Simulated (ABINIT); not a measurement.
Sb:

```
CELL_PARAMETERS angstrom
3.16000 0.00000 0.00000
0.00000 3.16000 0.00000
0.00000 0.00000 3.16000
ATOMIC_POSITIONS crystal
Sb 0.00000 0.00000 0.00000
```

This isn't the form of Sb at room conditions, which is rhombohedral.

Base run:

```yaml
Program: ABINIT 10.8.3 (patched build)
Functional: LDA
Potentials_or_basis: JTH PAW PBE v2.0
Cutoff: 517 eV
k_mesh: 8 × 8 × 8
Occupations: fermi-dirac, width 0.05 eV
Spin: no spin polarisation
```

Its results: band gap on the k mesh none (metal or under the smearing width); pressure -5.9 GPa.

Problem. After a change of settings the same cell gave: band gap on the k mesh none (metal or under the smearing width); pressure -2.5 GPa. Which change was it?
A. functional from LDA to revPBE
B. functional from LDA to PBE
C. functional from LDA to AM05
D. functional from LDA to SCAN

Solution. B.

PBE binds less tightly than LDA, so the same cell stands under more pressure.

Caveats: the PAW data sets were made with another functional, which shifts forces and pressure a little (some runs).
